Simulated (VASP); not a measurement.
## Tm: magnetic orders

Wanted: the lowest of several collinear orders of Tm. The start is a cell from a database of measured crystal structures.

Main program and level: VASP 6.6.1; PBE, spin-polarised, from parallel moments; plane waves and PAW (Tm), in the first sound run; inputs show where later runs differ.

### 1. The structure

Symmetry: P6_3/mmc, No. 194, hexagonal system. Conventional cell: a = 3.538 Å, b = 3.538 Å, c = 5.555 Å, α = 90.00°, β = 90.00°, γ = 120.00°. Nearest to Tm lie 12 Tm at 3.45 to 3.54 Å.

Coordinates:

```xyz
4
Lattice="3.5375 0.0000 0.0000 -1.7688 3.0636 0.0000 0.0000 0.0000 11.1092" Properties=species:S:1:pos:R:3 pbc="T T T"
Tm    1.7688    1.0212    4.1659
Tm    1.7688    1.0212    9.7205
Tm    0.0000    2.0424    1.3886
Tm    0.0000    2.0424    6.9432
```

### 2. Magnetic order, start order fm, signs ++++

Each run starts from other signs of the moments at the same geometry and cutoff; gentle mixing helps it keep them. Any wave vector in a name is a fraction of the reciprocal vectors of the first cell as typed.

Contents of INCAR:

```
SYSTEM = Tm
PREC = Accurate
ENCUT = 420
EDIFF = 1E-06
NELM = 150
ISMEAR = 0
SIGMA = 0.05
LREAL = .FALSE.
ALGO = Normal
GGA = PE
NBANDS = 59
ISPIN = 2
MAGMOM = 2 2 2 2
LMAXMIX = 6
AMIX = 0.2
BMIX = 1E-04
AMIX_MAG = 0.8
BMIX_MAG = 1E-04
LORBIT = 11
LWAVE = .FALSE.
LCHARG = .TRUE.
KPAR = 2
```

Contents of POSCAR:

```
Tm
1.0
    3.5375000000      0.0000000000      0.0000000000
   -1.7687500000      3.0635648659      0.0000000000
    0.0000000000      0.0000000000     11.1092000000
Tm
4
Direct
    0.6666666667      0.3333333333      0.3750000000
    0.6666666667      0.3333333333      0.8750000000
    0.3333333333      0.6666666667      0.1250000000
    0.3333333333      0.6666666667      0.6250000000
```

Contents of KPOINTS:

```
Automatic mesh
0
Gamma
6 6 2
0 0 0
```

Potentials, in the order of the species: Tm (PBE family, release 64).

Started as:

```
mpirun -np 2 vasp_std
```

What it wrote:

```text
[banner, memory and clock lines left out]
running    2 mpi-ranks, on    1 nodes
 distrk:  each k-point on    1 cores,    2 groups
 distr:  one band on    1 cores,    1 groups

 POSCAR found type information on POSCAR Tm
 POSCAR found :  1 types and       4 ions
 LDA part: xc-table for (Slater+PW92), standard interpolation
 POSCAR, INCAR and KPOINTS ok, starting setup
 FFT: planning ... GRIDC
 FFT: planning ... GRID_SOFT
 FFT: planning ... GRID
 WAVECAR not read
 entering main loop
       N       E                     dE             d eps       ncg     rms          rms(c)
DAV:   1     0.104766514184E+04    0.10477E+04   -0.20098E+04  4715   0.771E+03
DAV:   2     0.299133767985E+03   -0.74853E+03   -0.67507E+03  5120   0.139E+03
DAV:   3     0.491000730363E+02   -0.25003E+03   -0.24158E+03  4001   0.334E+02
DAV:   4    -0.608001257962E+00   -0.49708E+02   -0.47817E+02  5576   0.148E+02
DAV:   5    -0.116612845682E+02   -0.11053E+02   -0.10837E+02  6413   0.752E+01    0.161E+02
DAV:   6    -0.146466138726E+02   -0.29853E+01   -0.27359E+01  6568   0.448E+01    0.345E+01
DAV:   7    -0.153708404835E+02   -0.72423E+00   -0.65732E+00  6549   0.229E+01    0.407E+01
DAV:   8    -0.159494236283E+02   -0.57858E+00   -0.16016E+00  5416   0.266E+01    0.291E+01
DAV:   9    -0.189474520412E+02   -0.29980E+01   -0.14656E+01  4004   0.615E+01    0.639E+01
DAV:  10    -0.178835762582E+02    0.10639E+01   -0.72591E-01  6136   0.144E+01    0.498E+01
DAV:  11    -0.163188236970E+02    0.15648E+01   -0.42338E-01  4488   0.199E+01    0.348E+01
DAV:  12    -0.155557844665E+02    0.76304E+00   -0.68334E-01  5190   0.226E+01    0.177E+01
DAV:  13    -0.154541130413E+02    0.10167E+00   -0.36154E-01  6008   0.109E+01    0.124E+01
DAV:  14    -0.154061322506E+02    0.47981E-01   -0.90332E-02  6159   0.971E+00    0.927E+00
DAV:  15    -0.154393527537E+02   -0.33221E-01   -0.99120E-02  6312   0.494E+00    0.743E+00
DAV:  16    -0.154562576274E+02   -0.16905E-01   -0.28110E-02  6194   0.649E+00    0.694E+00
DAV:  17    -0.154747329418E+02   -0.18475E-01   -0.19231E-02  6504   0.180E+00    0.621E+00
DAV:  18    -0.154845338151E+02   -0.98009E-02   -0.65938E-03  6421   0.171E+00    0.612E+00
DAV:  19    -0.154855359691E+02   -0.10022E-02   -0.34051E-03  6445   0.883E-01    0.607E+00
DAV:  20    -0.154843926561E+02    0.11433E-02   -0.12358E-03  6421   0.540E-01    0.602E+00
DAV:  21    -0.154813630482E+02    0.30296E-02   -0.18003E-03  5844   0.151E+00    0.573E+00
DAV:  22    -0.154829606124E+02   -0.15976E-02   -0.98668E-03  5658   0.423E+00    0.439E+00
DAV:  23    -0.154851317999E+02   -0.21712E-02   -0.28970E-03  5995   0.292E+00    0.362E+00
DAV:  24    -0.154864103774E+02   -0.12786E-02   -0.11860E-03  6082   0.211E+00    0.337E+00
DAV:  25    -0.154870204865E+02   -0.61011E-03   -0.66698E-04  5984   0.281E-01    0.316E+00
DAV:  26    -0.154886458522E+02   -0.16254E-02   -0.64429E-04  5753   0.122E+00    0.257E+00
DAV:  27    -0.154899243394E+02   -0.12785E-02   -0.11895E-03  5868   0.869E-01    0.186E+00
DAV:  28    -0.154910794609E+02   -0.11551E-02   -0.11819E-03  5995   0.894E-01    0.116E+00
DAV:  29    -0.154916083087E+02   -0.52885E-03   -0.74555E-04  6067   0.910E-01    0.668E-01
DAV:  30    -0.154917290660E+02   -0.12076E-03   -0.48824E-04  6394   0.300E-01    0.547E-01
DAV:  31    -0.154917539111E+02   -0.24845E-04   -0.14928E-04  6354   0.101E-01    0.527E-01
DAV:  32    -0.154917622518E+02   -0.83407E-05   -0.26747E-05  4967   0.346E-02    0.518E-01
DAV:  33    -0.154917569182E+02    0.53336E-05   -0.85096E-07  2213   0.856E-02    0.523E-01
DAV:  34    -0.154917583079E+02   -0.13897E-05   -0.74294E-07  2126   0.264E-02    0.517E-01
DAV:  35    -0.154919125286E+02   -0.15422E-03   -0.15760E-04  5574   0.305E-01    0.339E-01
DAV:  36    -0.154919554840E+02   -0.42955E-04   -0.63871E-05  5226   0.821E-02    0.232E-01
DAV:  37    -0.154919765518E+02   -0.21068E-04   -0.41756E-05  4328   0.111E-01    0.876E-02
DAV:  38    -0.154919783642E+02   -0.18124E-05   -0.27509E-05  5101   0.694E-02    0.643E-02
DAV:  39    -0.154919793796E+02   -0.10155E-05   -0.87942E-06  3775   0.372E-02    0.540E-02
DAV:  40    -0.154919792314E+02    0.14823E-06   -0.63602E-07  2116   0.265E-02
   1 F= -.15491979E+02 E0= -.15449566E+02  d E =-.848255E-01  mag=     4.3359
```

Run time: 5.3 min. Hardware: 2 MPI ranks of AMD EPYC 7R43, shared host; peak memory 0.59 GiB.

The logs omit lines about the potential files and the build; timing stands in the text.

From OUTCAR (step 2):

```text
ion  position               nearest neighbor table
   1  0.667  0.333  0.375-   3 3.45   4 3.45   3 3.45   4 3.45   3 3.45   4 3.45
   2  0.667  0.333  0.875-   3 3.45   4 3.45   3 3.45   4 3.45   3 3.45   4 3.45
   3  0.333  0.667  0.125-   1 3.45   2 3.45   1 3.45   2 3.45   1 3.45   2 3.45
   4  0.333  0.667  0.625-   1 3.45   2 3.45   1 3.45   2 3.45   1 3.45   2 3.45

  LATTYP: Found a hexagonal cell.
 ALAT       =     3.5375000000
 C/A-ratio  =     3.1404098940

 Subroutine GETGRP returns: Found 24 space group operations
 (whereof 12 operations were pure point group operations)

The static configuration has the point symmetry D_3d.
 The point group associated with its full space group is D_6h.

 Found     14 irreducible k-points:

   k-points           NKPTS =     14   k-points in BZ     NKDIM =     14   number of bands    NBANDS=     59

   dimension x,y,z NGX =    24 NGY =   24 NGZ =   80
   dimension x,y,z NGXF=    48 NGYF=   48 NGZF=  160

   ENCUT  =  420.0 eV  30.87 Ry    5.56 a.u.   5.91  5.91 18.56*2*pi/ulx,y,z

   NELECT =      92.0000    total number of electrons

 k-points in reciprocal lattice and weights: Automatic mesh
   0.00000000  0.00000000  0.00000000       0.014
   0.16666667 -0.00000000  0.00000000       0.083
   0.33333333  0.00000000  0.00000000       0.083
   0.50000000  0.00000000  0.00000000       0.042
   0.16666667  0.16666667  0.00000000       0.083
   0.33333333  0.16666667  0.00000000       0.167
   0.33333333  0.33333333  0.00000000       0.028
   0.00000000  0.00000000  0.50000000       0.014
   0.16666667 -0.00000000  0.50000000       0.083
[...]
0.33333333  0.16666667  0.50000000       0.167
   0.33333333  0.33333333  0.50000000       0.028

 average (electrostatic) potential at core
       1 -35.8711       2 -35.8711       3 -35.8711       4 -35.8711

 E-fermi :   2.2133

 spin component 1
 k-point     1 :       0.0000    0.0000    0.0000
  band No.  band energies     occupation
    ...
     44       1.3128      1.00000
     45       1.3256      1.00000
     46       1.3288      1.00000
     47       1.3288      1.00000
     48       1.3322      1.00000
     49       3.6381      0.00000
     50       4.1119      0.00000
     51       4.1119      0.00000
     52       5.0091      0.00000
     53       5.0091      0.00000
    ...

 k-point     2 :       0.1667   -0.0000    0.0000
  band No.  band energies     occupation
    ...
     44       1.2955      1.00000
     45       1.2983      1.00000
     46       1.2983      1.00000
     47       1.3319      1.00000
     48       1.3747      1.00000
     49       3.1577      0.00000
     50       3.7287      0.00000
     51       3.7287      0.00000
     52       3.9883      0.00000
     53       4.6633      0.00000
    ...

 k-point     3 :       0.3333    0.0000    0.0000
  band No.  band energies     occupation
    ...
     44       1.2530      1.00000
     45       1.2789      1.00000
     46       1.2789      1.00000
     47       1.3397      1.00000
     48       1.9628      1.00000
     49       2.3288      0.00054
     50       3.0159      0.00000
     51       3.1593      0.00000
     52       3.1593      0.00000
     53       4.3036      0.00000
    ...

 k-point     4 :       0.5000    0.0000    0.0000
  band No.  band energies     occupation
    ...
     45       1.2684      1.00000
     46       1.2702      1.00000
     47       1.3431      1.00000
     48       1.4950      1.00000
     49       1.9635      1.00000
     50       2.6520      0.00000
     51       3.0347      0.00000
     52       3.0347      0.00000
     53       4.3297      0.00000
     54       4.3297      0.00000
    ...

 k-point     5 :       0.1667    0.1667    0.0000
  band No.  band energies     occupation
    ...
     44       1.2886      1.00000
     45       1.2886      1.00000
     46       1.2915      1.00000
     47       1.3154      1.00000
     48       2.1541      0.95293
     49       2.5793      0.00000
     50       3.0462      0.00000
     51       3.3065      0.00000
     52       3.3065      0.00000
     53       4.2283      0.00000
    ...

 k-point     6 :       0.3333    0.1667    0.0000
  band No.  band energies     occupation
    ...
     45       1.3165      1.00000
     46       1.3637      1.00000
     47       1.3637      1.00000
     48       2.0767      0.99994
     49       2.1266      0.99294
     50       2.5961      0.00000
     51       3.1353      0.00000
     52       3.1353      0.00000
     53       3.7623      0.00000
     54       3.7623      0.00000
    ...

  Total        1.0981375      1.0981375      2.6755249      0.0000000     -0.0000000      0.0000000
  in kB       14.6137270     14.6137270     35.6051866      0.0000000     -0.0000000      0.0000000
  external PRESSURE =      21.6108802 kB  Pullay stress =       0.0000000 kB

  energy-cutoff  :      420.00
  volume of cell :      120.39
      direct lattice vectors                 reciprocal lattice vectors
     3.537500000  0.000000000  0.000000000     0.282685512  0.163208557  0.000000000
    -1.768750000  3.063564866  0.000000000     0.000000000  0.326417113  0.000000000
     0.000000000  0.000000000 11.109200000     0.000000000  0.000000000  0.090015483

 POSITION                                       TOTAL-FORCE (eV/Angst)
 -----------------------------------------------------------------------------------
      1.76875      1.02119      4.16595         0.000000     -0.000000      0.000000
      1.76875      1.02119      9.72055         0.000000     -0.000000      0.000000
     -0.00000      2.04238      1.38865        -0.000000      0.000000     -0.000000
     -0.00000      2.04238      6.94325        -0.000000      0.000000     -0.000000
 -----------------------------------------------------------------------------------
    total drift:                                0.000000     -0.000000      0.000000

  FREE ENERGIE OF THE ION-ELECTRON SYSTEM (eV)
  ---------------------------------------------------
  free  energy   TOTEN  =       -15.4919792314 eV

  energy  without entropy=      -15.4071537545  energy(sigma->0) =      -15.44956649

 total charge
# of ion       s       p       d       f       tot
--------------------------------------------------
    1        2.220   5.942   0.412  12.512  21.086
    2        2.220   5.942   0.412  12.512  21.086
    3        2.220   5.942   0.412  12.512  21.086
    4        2.220   5.942   0.412  12.512  21.086
--------------------------------------------------
tot          8.879  23.767   1.647  50.050  84.343

 magnetization (x)
# of ion       s       p       d       f       tot
--------------------------------------------------
    1        0.003  -0.034  -0.044   1.262   1.187
    2        0.003  -0.034  -0.044   1.262   1.187
    3        0.003  -0.034  -0.044   1.262   1.187
    4        0.003  -0.034  -0.044   1.262   1.187
--------------------------------------------------
tot          0.012  -0.137  -0.177   5.049   4.747

[... 6 further parts left out ...]
```

The magnetic state follows from one typed start and may not be the lowest. The k-mesh is coarse for a metal. Without U or exact exchange the f electrons of Tm come out too delocalised, which can shrink the cell and pin f bands at the Fermi level. LASPH is off, so gradient terms of the non-spherical density inside the spheres are left out; for open d or f shells this can shift gaps and moments.

Numbers from this step:

```
electronic cycles                                 : 40
electrons                                         : 92
free energy (TOTEN)                               : -15.49 eV
energy at zero smearing                           : -15.45 eV
Fermi energy                                      : 2.213 eV
moment of the cell, from the last line of the log : 4.336 μB
labelled metallic, from the levels on this mesh   : yes
```

Spin moment in the PAW sphere by atom:

| atom | spin moment in the PAW sphere (μB) |
| --- | --- |
| Tm1 | 1.19 |
| Tm2 | 1.19 |
| Tm3 | 1.19 |
| Tm4 | 1.19 |

Spin density in the ac plane at fractional y = 0.333, with atoms of Tm within 0.2 Å of it.

Ten even steps from '_' (0.0 e/Å³) to '@' (1.8 e/Å³), each cell a mean:
```
____________________________
________________::--::..____
______________--##@@%%==..__
______________::++##**--____
__________________....______
____________________________
____________________________
____________________________
____________________________
____________________________
____________________________
____________________________
____________________________
________________::--::..____
______________--##@@%%==..__
______________::++##**--____
__________________....______
____________________________
____________________________
____________________________
____________________________
____________________________
____________________________
____________________________
```
Columns run along a (3.5 Å), rows up along c (11.1 Å). Atoms in or near the plane, at fractional coordinates: Tm at (0.67, 0.37), Tm at (0.67, 0.87).

Valence density in the ac plane at fractional y = 0.333, with atoms of Tm within 0.2 Å of it. It is the smooth field of the valence electrons, not physical close to the nuclei.

Ten steps, logarithmic in the rise over the least value, from '0' (0 e/Å³) to '9' (20 e/Å³), each cell a mean:
```
00000001232210
00000135777642
10000258999863
00000147899863
00000013565421
00000000111000
00000000000000
01110000000000
12221000000000
11211000000000
00000000000000
00000000000000
00000001232210
00000135777642
10000258999863
00000147899863
00000013565421
00000000111000
00000000000000
01110000000000
12221000000000
11211000000000
00000000000000
00000000000000
```
Columns run along a (3.5 Å), rows up along c (11.1 Å). Atoms in or near the plane, at fractional coordinates: Tm at (0.67, 0.37), Tm at (0.67, 0.87).

The largest moment at the end is 1.19 μB, and the moments of the cell sum to 4.34 μB.

[end of part 1 of 3]

[Lines on the potential files, build, host, timing and source positions are cut from VASP's logs without a mark.]

[Logs are printed without paths, hosts, clocks, repeated set-up lines and the standing remarks that a program may print on its own settings, such as how far it seeks lower states.]

[Hosts, paths, dates, database ids (printed as entryN), source tags and the programs' standing remarks are cut or masked in the printed files.]

[In band tables of VASP the shares of atoms and orbitals are scaled to a sum of 1 inside the atoms' spheres.]

[Runs that stopped without an error message from VASP are left out.]
